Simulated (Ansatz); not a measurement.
MgTe (zincblende), relaxed with r2SCAN, was run in Ansatz 0.2.0 under altered settings. All numbers are computed, without spin polarisation but where a row says otherwise.

```
CELL_PARAMETERS angstrom
0.00000 3.23311 3.23311
3.23311 0.00000 3.23311
3.23311 3.23311 0.00000
ATOMIC_POSITIONS crystal
Mg 0.00000 0.00000 0.00000
Te 0.25000 0.25000 0.25000
```

The base run's other keys:
```yaml
kpoints:
  mp_grid: { grid: [4, 4, 4] }
hamiltonian:
  xc: hse06
scf:
  occupations: { method: fixed }
  n_extra_bands: 4
```

It takes 11 iterations with 1363 plane waves at 420 eV and 8 k points, and leaves a mean stress of +0.06 GPa. The gap over this mesh is 3.276 eV. It ran on 4 threads of Arm Neoverse N1, with other jobs on the host.

Outcomes, with energy and stress as changes against the base:
```csv
setting,outcome,ΔF (meV/atom),Δ mean stress (GPa),gap on the mesh (eV),iterations,wall time
"PBE hybrid, exx coeff 0.15, omega 0.3 1/Å",converged,–,+0.4,2.818,9,9.5 s
"PBE hybrid, exx coeff 0.4, unscreened",converged,–,-0.5,4.889,15,11 s
"PBE hybrid, exx coeff 0.3, omega 0.5 1/Å",converged,–,+0.2,2.922,11,10 s
"PBE hybrid, exx coeff 0.35, omega 0.3 1/Å",converged,–,-0.2,3.382,13,11 s
```
A dash marks a value that wasn't obtained or can't be compared. Stress is positive in compression. The base took 10 s.

- PBE hybrid, exx coeff 0.15, omega 0.3 1/Å. That is 15 % exact exchange, screened with ω = 0.3 1/Å, against HSE06's 25 % screened at 0.208 1/Å. The mean stress moves by +0.4 GPa and the gap on the mesh by -0.458 eV (to 2.818). Totals of different functionals aren't comparable.
- PBE hybrid, exx coeff 0.4, unscreened. That is 40 % exact exchange, at all ranges, against HSE06's 25 % screened at 0.208 1/Å. The mean stress moves by -0.5 GPa and the gap on the mesh by +1.613 eV (to 4.889). Totals of different functionals aren't comparable.
- PBE hybrid, exx coeff 0.3, omega 0.5 1/Å. That is 30 % exact exchange, screened with ω = 0.5 1/Å, against HSE06's 25 % screened at 0.208 1/Å. The mean stress moves by +0.2 GPa and the gap on the mesh by -0.353 eV (to 2.922). Totals of different functionals aren't comparable.
- PBE hybrid, exx coeff 0.35, omega 0.3 1/Å. That is 35 % exact exchange, screened with ω = 0.3 1/Å, against HSE06's 25 % screened at 0.208 1/Å. The mean stress moves by -0.2 GPa and the gap on the mesh by +0.106 eV (to 3.382). Totals of different functionals aren't comparable.

Spin-orbit coupling is left out, which matters wherever the heavy atoms make up the band edges.

The stress of a hybrid is loosely converged in these runs.

The meshes of the hybrids are coarse, so their gaps aren't converged to the digits shown.
